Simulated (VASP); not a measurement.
# Te2Mo in VASP: a series of runs

One slab, Te2Mo, is run at these levels: PBE+D3(BJ); tasks: band structure.

All numbers are computed with VASP 6.6.1; they aren't measurements. Logs are shortened: lines on timing, memory, paths and dates and some standing lists are left out, and cuts for length are marked.

## (1) The slab as given

The cell holds a slab with vacuum, 3 atoms: a = 3.503 Å, b = 3.503 Å, c = 21.605 Å, α = 90.00°, β = 90.00°, γ = 120.00°.

## (2) Band structure, PBE+D3(BJ)

INCAR reads:

```
PREC = Accurate ; ENCUT = 520
EDIFF = 1E-6 ; ISMEAR = 0
SIGMA = 0.03 ; LREAL = False
LASPH = True ; NELM = 80
ALGO = Normal ; ISIF = 2
LWAVE = False ; LCHARG = False
LMAXMIX = 4 ; LDIPOL = True
IDIPOL = 3 ; DIPOL = 0.5 0.5 0.500
GGA = PE ; IVDW = 12
NBANDS = 20 ; LVHAR = True
LVACPOTAV = True
```

KPOINTS reads:

```
regular mesh
0
Gamma
  12 12 1
```

POSCAR reads:

```
Te2Mo                                   
1.0
    3.5025290825      0.0000000000      0.0000000000
   -1.7512645413      3.0332791673      0.0000000000
    0.0000000000      0.0000000000     21.6051888000
  Te              Mo            
     2     1
Direct
     0.3333333300000021    0.6666666699999979    0.4158430858621642
     0.3333333300000021    0.6666666699999979    0.5841569141378358
     0.6666666699999979    0.3333333300000021    0.5000000000000000
```

KPOINTS_OPT reads:

```
explicit points
67
Reciprocal
 0.0000000000  0.0000000000  0.0000000000 1
 0.0357142900  0.0000000000  0.0000000000 1
 0.0714285700  0.0000000000  0.0000000000 1
 0.1071428600  0.0000000000  0.0000000000 1
 0.1428571400  0.0000000000  0.0000000000 1
 0.1785714300  0.0000000000  0.0000000000 1
 0.2142857100  0.0000000000  0.0000000000 1
 0.2500000000  0.0000000000  0.0000000000 1
 0.2857142900  0.0000000000  0.0000000000 1
 0.3214285700  0.0000000000  0.0000000000 1
 0.3571428600  0.0000000000  0.0000000000 1
 0.3928571400  0.0000000000  0.0000000000 1
 0.4285714300  0.0000000000  0.0000000000 1
 0.4642857100  0.0000000000  0.0000000000 1
 0.5000000000  0.0000000000  0.0000000000 1
 0.4791666700  0.0416666700  0.0000000000 1
 0.4583333300  0.0833333300  0.0000000000 1
 0.4375000000  0.1250000000  0.0000000000 1
 0.4166666700  0.1666666700  0.0000000000 1
 0.3958333300  0.2083333300  0.0000000000 1
 0.3750000000  0.2500000000  0.0000000000 1
 0.3541666700  0.2916666700  0.0000000000 1
 0.3333333300  0.3333333300  0.0000000000 1
 0.3137254900  0.3137254900  0.0000000000 1
 0.2941176500  0.2941176500  0.0000000000 1
 0.2745098000  0.2745098000  0.0000000000 1
 0.2549019600  0.2549019600  0.0000000000 1
 0.2352941200  0.2352941200  0.0000000000 1
 0.2156862700  0.2156862700  0.0000000000 1
 0.1960784300  0.1960784300  0.0000000000 1
 0.1764705900  0.1764705900  0.0000000000 1
 0.1568627500  0.1568627500  0.0000000000 1
 0.1372549000  0.1372549000  0.0000000000 1
 0.1176470600  0.1176470600  0.0000000000 1
 0.0980392200  0.0980392200  0.0000000000 1
 0.0784313700  0.0784313700  0.0000000000 1
 0.0588235300  0.0588235300  0.0000000000 1
 0.0392156900  0.0392156900  0.0000000000 1
 0.0196078400  0.0196078400  0.0000000000 1
 0.0000000000  0.0000000000  0.0000000000 1
 0.0000000000  0.0000000000  0.0000000000 1
 0.0067192700 -0.0033596300  0.0000000000 1
-0.0067192700  0.0033596300  0.0000000000 1
 0.0195978600 -0.0097989300  0.0000000000 1
-0.0195978600  0.0097989300  0.0000000000 1
 0.0000000000  0.0058190600  0.0000000000 1
-0.0000000000 -0.0058190600  0.0000000000 1
 0.0000000000  0.0169722500  0.0000000000 1
-0.0000000000 -0.0169722500  0.0000000000 1
 0.5000000000  0.0000000000  0.0000000000 1
 0.5067192700 -0.0033596300  0.0000000000 1
 0.4932807300  0.0033596300  0.0000000000 1
 0.5195978600 -0.0097989300  0.0000000000 1
 0.4804021400  0.0097989300  0.0000000000 1
 0.5000000000  0.0058190600  0.0000000000 1
 0.5000000000 -0.0058190600  0.0000000000 1
 0.5000000000  0.0169722500  0.0000000000 1
 0.5000000000 -0.0169722500  0.0000000000 1
 0.3333333300  0.3333333300  0.0000000000 1
 0.3400526000  0.3299737000  0.0000000000 1
 0.3266140600  0.3366929600  0.0000000000 1
 0.3529311900  0.3235344000  0.0000000000 1
 0.3137354700  0.3431322600  0.0000000000 1
 0.3333333300  0.3391523900  0.0000000000 1
 0.3333333300  0.3275142700  0.0000000000 1
 0.3333333300  0.3503055800  0.0000000000 1
 0.3333333300  0.3163610800  0.0000000000 1
```

Potentials or basis: VASP PAW PBE potentials, release 64 (Te, Mo_sv).

Started as:

```console
$ cat potpaw_PBE.64/Te/POTCAR potpaw_PBE.64/Mo_sv/POTCAR > POTCAR
$ mpirun -np 1 vasp_std > vasp.out
```

OUTCAR:

```text
PREC = Accurate
   ENCUT = 520
   EDIFF = 1E-6
   ISMEAR = 0
   LREAL = False
   LASPH = True
   NELM = 80
   ISIF = 2
   GGA = PE
   IVDW = 12
 IVDW          = 12

 ion  position               nearest neighbor table
   1  0.333  0.667  0.416-   3 2.72   3 2.72   3 2.72   2 3.64
   2  0.333  0.667  0.584-   3 2.72   3 2.72   3 2.72   1 3.64
   3  0.667  0.333  0.500-   1 2.72   2 2.72   1 2.72   2 2.72   1 2.72   2 2.72

  LATTYP: Found a hexagonal cell.
 ALAT       =     3.5025290825
 C/A-ratio  =     6.1684537918

  Lattice vectors:

 A1 = (   3.5025290825,   0.0000000000,   0.0000000000)
 A2 = (  -1.7512645413,   3.0332791673,   0.0000000000)
 A3 = (   0.0000000000,   0.0000000000,  21.6051888000)

Analysis of symmetry for initial positions (statically):
=====================================================================
 Subroutine PRICEL returns:
 Original cell was already a primitive cell.

 Routine SETGRP: Setting up the symmetry group for a
 hexagonal supercell.

 Subroutine GETGRP returns: Found 12 space group operations
 (whereof 12 operations were pure point group operations)
 out of a pool of 24 trial point group operations.

The static configuration has the point symmetry D_3h.

Analysis of symmetry for dynamics (positions and initial velocities):
=====================================================================
 Subroutine PRICEL returns:
 Original cell was already a primitive cell.

 Routine SETGRP: Setting up the symmetry group for a
 hexagonal supercell.

 Subroutine GETGRP returns: Found 12 space group operations
 (whereof 12 operations were pure point group operations)
 out of a pool of 24 trial point group operations.

The dynamic configuration has the point symmetry D_3h.

 Subroutine INISYM returns: Found 12 space group operations
 (whereof 12 operations are pure point group operations),
 and found     1 'primitive' translations

----------------------------------------------------------------------------------------

                                     Primitive cell

  volume of cell :     229.5367

  direct lattice vectors                    reciprocal lattice vectors
     3.502529083  0.000000000  0.000000000     0.285507979  0.164838108  0.000000000
    -1.751264541  3.033279167  0.000000000     0.000000000  0.329676217  0.000000000
     0.000000000  0.000000000 21.605188800     0.000000000  0.000000000  0.046285178

  length of vectors
     3.502529083  3.502529086 21.605188800     0.329676217  0.329676217  0.046285178

  position of ions in fractional coordinates (direct lattice)
     0.333333330  0.666666670  0.415843086
     0.333333330  0.666666670  0.584156914
     0.666666670  0.333333330  0.500000000

  ion indices of the primitive-cell ions
   primitive index   ion index
                 1           1
                 2           2
                 3           3

----------------------------------------------------------------------------------------

 KPOINTS: regular mesh

Automatic generation of k-mesh.
 Grid dimensions read from file:
 generate k-points for:   12   12    1

 Generating k-lattice:

  Cartesian coordinates                     Fractional coordinates (reciprocal lattice)
     0.023792332  0.013736509  0.000000000     0.083333333  0.000000000  0.000000000
     0.000000000  0.027473018  0.000000000     0.000000000  0.083333333  0.000000000
     0.000000000  0.000000000  0.046285178     0.000000000  0.000000000  1.000000000

  Length of vectors
     0.027473018  0.027473018  0.046285178

  Shift w.r.t. Gamma in fractional coordinates (k-lattice)
     0.000000000  0.000000000  0.000000000

 Subroutine IBZKPT returns following result:
 ===========================================

 Found     19 irreducible k-points:

 Following reciprocal coordinates:
            Coordinates               Weight
  0.000000  0.000000  0.000000      1.000000
  0.083333  0.000000  0.000000      6.000000
  0.166667 -0.000000  0.000000      6.000000
  0.250000  0.000000  0.000000      6.000000
  0.333333  0.000000  0.000000      6.000000
  0.416667 -0.000000  0.000000      6.000000
[... 11 lines left out ...]
  0.333333  0.250000  0.000000     12.000000
  0.333333  0.333333  0.000000      2.000000
   k-points           NKPTS =     19   k-points in BZ     NKDIM =     19   number of bands    NBANDS=     20
   number of dos      NEDOS =    301   number of ions     NIONS =      3
   total plane-waves  NPLWV = 127008
   dimension x,y,z NGX =    28 NGY =   28 NGZ =  162
   dimension x,y,z NGXF=    56 NGYF=   56 NGZF=  324
   ions per type =               2   1
   NGX,Y,Z   is equivalent  to a cutoff of  13.29, 13.29, 12.47 a.u.
   NGXF,Y,Z  is equivalent  to a cutoff of  26.58, 26.58, 24.93 a.u.
 SYSTEM =  unknown system
   PREC   = accura    normal or accurate (medium, high low for compatibility)
   ISTART =      0    job   : 0-new  1-cont  2-samecut
   ICHARG =      2    charge: 1-file 2-atom 10-const
   ISPIN  =      1    spin polarized calculation?
   LNONCOLLINEAR =      F non collinear calculations
   LSORBIT =      F    spin-orbit coupling
   LASPH  =      T    aspherical Exc in radial PAW
   ENCUT  =  520.0 eV  38.22 Ry    6.18 a.u.   6.51  6.51 40.17*2*pi/ulx,y,z
   NELM   =     80;   NELMIN=  2; NELMDL= -5     # of ELM steps
   EDIFF  = 0.1E-05   stopping-criterion for ELM
   LREAL  =      F    real-space projection
   EDIFFG = 0.1E-04   stopping-criterion for IOM
   NSW    =      0    number of steps for IOM
   IBRION =     -1    ionic relax: 0-MD 1-quasi-New 2-CG
   NFREE  =      0    steps in history (QN), initial steepest desc. (CG)
   ISIF   =      2    stress and relaxation
   ISYM   =      2    0-nonsym 1-usesym 2-fastsym
   POTIM  = 0.5000    time-step for ionic-motion
   TEBEG  =    0.0;   TEEND  =   0.0 temperature during run
   PSTRESS=    0.0 pullay stress
   NELECT =      26.0000    total number of electrons
   NUPDOWN=      -1.0000    fix difference up-down
   EMIN   =  10.00;   EMAX   =-10.00  energy-range for DOS
   EFERMI =   0.00;   METHOD = LEGACY
   ISMEAR =     0;   SIGMA  =   0.03  broadening in eV -4-tet -1-fermi 0-gaus
   EFERMI_NEDOS =   21; number of points for ismear=-14 and -15
   IALGO  =     38    algorithm
   IMIX   =      4    mixing-type and parameters
     AMIX     =   0.40;   BMIX     =  1.00
     AMIX_MAG =   1.60;   BMIX_MAG =  1.00
  volume/ion in A,a.u.               =      76.51       516.33
  Fermi-wavevector in a.u.,A,eV,Ry     =   0.792103  1.496858  8.536674  0.627428
  Thomas-Fermi vector in A             =   1.897775
   LORBIT       =      0    0 simple, 1 ext, 2 COOP (PROOUT), +10 PAW based schemes
   GGA     = PE    functional components
   LHFCALC =     F    Hartree Fock is set to
   AEXX    =    0.0000 exact exchange contribution
   IVDW    =    12    specifies the selected vdW correction
   LEPSILON=     F    determine dielectric tensor
   LRPA    =     F    only Hartree local field effects (RPA)
 non-spin polarized calculation
 Gauss-broadening in eV      SIGMA  =   0.03
  energy-cutoff  :      520.00
  volume of cell :      229.54
 maximum number of plane-waves:      6249
 NGX is ok and might be reduce to    28
   NGX = 13   NGY = 13   NGZ = 81

 dipolmoment           0.000000      0.000000     -0.000000 electrons x Angstroem

 number of electron      26.0000002 magnetization

 dipolmoment           0.000000      0.000000      0.000000 electrons x Angstroem

 Free energy of the ion-electron system (eV)
  ---------------------------------------------------
  ext. energy  EPLUGINS =         0.00000000
  ---------------------------------------------------
  free energy    TOTEN  =       -18.00800020 eV

  energy without entropy =      -18.00800020  energy(sigma->0) =      -18.00800020

 E-fermi :  -0.3561     XC(G=0):  -3.9360

 val. band max:       -0.6431599389   @ k =   0.3333   0.3333   0.0000
 cond. band min:       0.5497881066   @ k =   0.3333   0.3333   0.0000
 fundamental gap:      1.1929480455
 Fermi energy:        -0.3560537284

 k-point     1 :       0.0000    0.0000    0.0000
  band No.  band energies     occupation
      1     -61.2977      2.00000
      2     -35.4746      2.00000
      3     -35.3298      2.00000
      4     -35.3298      2.00000
      5     -13.3497      2.00000
      6     -12.4226      2.00000
[... 12 lines left out ...]
     19       3.7941      0.00000
     20       4.4540      0.00000

 k-point     2 :       0.0833    0.0000    0.0000
  band No.  band energies     occupation
      1     -61.2970      2.00000
      2     -35.4726      2.00000
      3     -35.3390      2.00000
      4     -35.3319      2.00000
      5     -13.2504      2.00000
      6     -12.3526      2.00000
[... 12 lines left out ...]
     19       3.9147      0.00000
     20       4.5848      0.00000
[... 350 lines left out ...]
      3     -35.4418      2.00000
      4     -35.4000      2.00000
      5     -11.0368      2.00000
      6     -10.8282      2.00000
[... 12 lines left out ...]
     19       5.3272      0.00000
     20       6.4336      0.00000

 k-point    19 :       0.3333    0.3333    0.0000
  band No.  band energies     occupation
      1     -61.2861      2.00000
      2     -35.4410      2.00000
      3     -35.4321      2.00000
      4     -35.4153      2.00000
      5     -10.9328      2.00000
      6     -10.7547      2.00000
[... 12 lines left out ...]
     19       4.4940      0.00000
     20       6.6480      0.00000

------------------------ aborting loop because EDIFF is reached ----------------------------------------

 Edisp (eV)   -1.20387

 E8    (eV) :    -0.5854

  FORCE on cell =-STRESS in cart. coord.  units (eV):
  Direction    XX          YY          ZZ          XY          YZ          ZX
  --------------------------------------------------------------------------------------
  -------------------------------------------------------------------------------------
  Total       0.01168     0.01168    -0.00820    -0.00000     0.00000    -0.00000
  in kB       0.08153     0.08153    -0.05724    -0.00000     0.00000    -0.00000
  external pressure =        0.04 kB  Pullay stress =        0.00 kB

 VOLUME and BASIS-vectors are now :
 -----------------------------------------------------------------------------
  energy-cutoff  :      520.00
  volume of cell :      229.54
      direct lattice vectors                 reciprocal lattice vectors
     3.502529083  0.000000000  0.000000000     0.285507979  0.164838108  0.000000000
    -1.751264541  3.033279167  0.000000000     0.000000000  0.329676217  0.000000000
     0.000000000  0.000000000 21.605188800     0.000000000  0.000000000  0.046285178

 POSITION                                       TOTAL-FORCE (eV/Angst)
 -----------------------------------------------------------------------------------
     -0.00000      2.02219      8.98437         0.000000     -0.000000     -0.002531
     -0.00000      2.02219     12.62082         0.000000     -0.000000      0.002531
      1.75126      1.01109     10.80259        -0.000000      0.000000      0.000000
 -----------------------------------------------------------------------------------
    total drift:                               -0.000026      0.000015      0.000000

  FREE ENERGIE OF THE ION-ELECTRON SYSTEM (eV)
  ---------------------------------------------------
  free  energy   TOTEN  =       -19.2118684627 eV

  energy  without entropy=      -19.2118684627  energy(sigma->0) =      -19.21186846

 vacuum level on the upper side and lower side of the slab         4.192         4.192
```

It took 3.6 min on 1 thread of Intel Xeon Platinum 8488C (Sapphire Rapids), shared host; peak memory 0.42 GiB.

Results:

| Quantity | Value |
| --- | --- |
| Free energy | -19.2119 eV |
| Band gap on the k mesh | 1.19 eV, direct |
| Band gap along the path | 1.19 eV, direct |
| Dispersion energy per atom | -0.401 eV |
| Ionisation potential of the upper face | 4.84 eV |

Forces in eV/Å, atoms in the order of the input:
```
Te   0.000  0.000 -0.003
Te   0.000  0.000  0.003
Mo   0.000  0.000  0.000
```

Caveat: spin-orbit coupling is left out, which moves the levels of the heavy elements. As with any semilocal functional, this PBE gap is likely too small.

## (3) Band structure, PBE+D3(BJ), spin-orbit coupling, no magnetisation

INCAR reads:

```
PREC = Accurate ; ENCUT = 520
EDIFF = 1E-6 ; ISMEAR = 0
SIGMA = 0.03 ; LREAL = False
LASPH = True ; NELM = 80
ALGO = Normal ; ISIF = 2
LWAVE = False ; LCHARG = False
LNONCOLLINEAR = True ; MAGMOM = 0 0 0 0 0 0 0 0 0
LORBIT = 11 ; LSORBIT = True
GGA_COMPAT = False ; LMAXMIX = 4
LDIPOL = True ; IDIPOL = 3
DIPOL = 0.5 0.5 0.500 ; GGA = PE
IVDW = 12 ; NBANDS = 41
LVHAR = True ; LVACPOTAV = True
```

KPOINTS is that of step 2.

POSCAR is that of step 2.

KPOINTS_OPT is that of step 2.

Potentials or basis: VASP PAW PBE potentials, release 64 (Te, Mo_sv).

Started as:

```console
$ cat potpaw_PBE.64/Te/POTCAR potpaw_PBE.64/Mo_sv/POTCAR > POTCAR
$ mpirun -np 1 vasp_ncl > vasp.out
```

OUTCAR:

```text
PREC = Accurate
   ENCUT = 520
   EDIFF = 1E-6
   ISMEAR = 0
   LREAL = False
   LASPH = True
   NELM = 80
   ISIF = 2
   LNONCOLLINEAR = True
   LORBIT = 11
   LSORBIT = True
   GGA = PE
   IVDW = 12
 IVDW          = 12

 ion  position               nearest neighbor table
   1  0.333  0.667  0.416-   3 2.72   3 2.72   3 2.72   2 3.64
   2  0.333  0.667  0.584-   3 2.72   3 2.72   3 2.72   1 3.64
   3  0.667  0.333  0.500-   1 2.72   2 2.72   1 2.72   2 2.72   1 2.72   2 2.72

  LATTYP: Found a hexagonal cell.
 ALAT       =     3.5025290825
 C/A-ratio  =     6.1684537918

  Lattice vectors:

 A1 = (   3.5025290825,   0.0000000000,   0.0000000000)
 A2 = (  -1.7512645413,   3.0332791673,   0.0000000000)
 A3 = (   0.0000000000,   0.0000000000,  21.6051888000)

Analysis of symmetry for initial positions (statically):
=====================================================================
 Subroutine PRICEL returns:
[... 1241 lines left out ...]
    -0.0000265     0.0000000    -0.0000853     0.0000346    -0.0000265
     0.0000000    -0.0000853     0.0000000    -0.0000853     0.0000000
    -0.0000265     0.0000346    -0.0000853     0.0000000    -0.0000265
    -0.0001586    -0.0000265     0.0000000    -0.0000265     0.0000000
 l=   3
     0.0000000     0.0000000     0.0000000     0.0000000     0.0000000     0.0000000     0.0000000
     0.0000000     0.0000000     0.0000000     0.0000000     0.0000000     0.0000000     0.0000000
     0.0000000     0.0000000     0.0000000     0.0000000     0.0000000     0.0000000     0.0000000
     0.0000000     0.0000000     0.0000000     0.0000000     0.0000000     0.0000000     0.0000000
[... 29 lines left out ...]
 l=   2
     0.0000000    -0.0005344     0.0000000    -0.0005344    -0.0042330
    -0.0005344     0.0000000    -0.0020827    -0.0005719    -0.0005344
     0.0000000    -0.0020827     0.0000000    -0.0020827     0.0000000
    -0.0005344    -0.0005719    -0.0020827     0.0000000    -0.0005344
    -0.0042330    -0.0005344     0.0000000    -0.0005344     0.0000000
 l=   3
     0.0000000     0.0000000     0.0000000     0.0000000     0.0000000     0.0000000     0.0000000
     0.0000000     0.0000000     0.0000000     0.0000000     0.0000000     0.0000000     0.0000000
     0.0000000     0.0000000     0.0000000     0.0000000     0.0000000     0.0000000     0.0000000
     0.0000000     0.0000000     0.0000000     0.0000000     0.0000000     0.0000000     0.0000000
     0.0000000     0.0000000     0.0000000     0.0000000     0.0000000     0.0000000     0.0000000
     0.0000000     0.0000000     0.0000000     0.0000000     0.0000000     0.0000000     0.0000000
     0.0000000     0.0000000     0.0000000     0.0000000     0.0000000     0.0000000     0.0000000

 total charge

# of ion       s       p       d       tot
------------------------------------------
    1        1.384   1.984   0.062   3.429
    2        1.384   1.984   0.062   3.429
    3        2.253   6.149   3.988  12.389
--------------------------------------------------
tot          5.020  10.117   4.111  19.248

 magnetization (x)

# of ion       s       p       d       tot
------------------------------------------
    1        0.000   0.000   0.000   0.000
    2        0.000  -0.000   0.000  -0.000
    3        0.000   0.000   0.000   0.000
--------------------------------------------------
tot          0.000   0.000   0.000   0.000

 magnetization (y)

# of ion       s       p       d       tot
------------------------------------------
    1        0.000   0.000  -0.000  -0.000
    2        0.000   0.000   0.000   0.000
    3        0.000   0.000  -0.000   0.000
--------------------------------------------------
tot          0.000   0.000  -0.000   0.000

 magnetization (z)

# of ion       s       p       d       tot
------------------------------------------
    1        0.000   0.000  -0.000   0.000
    2       -0.000  -0.000  -0.000  -0.000
    3        0.000  -0.000   0.000  -0.000
--------------------------------------------------
tot          0.000  -0.000  -0.000  -0.000
```

Run time: 30 min. Hardware: 1 thread of Intel Xeon Platinum 8488C (Sapphire Rapids), shared host; peak memory 1.2 GiB.

What came out:

- Free energy: -19.5111 eV
- Largest force: 0.020 eV/Å
- Valence electrons inside the program's atomic spheres: Te 3.43; Mo 12.39
- Dispersion energy per atom: -0.401 eV
- Work function of the upper face: 4.42 eV
- Work function of the lower face: 4.42 eV

Forces on the atoms (eV/Å):
```
Te   0.000  0.000 -0.020
Te   0.000  0.000  0.020
Mo   0.000  0.000  0.000
```
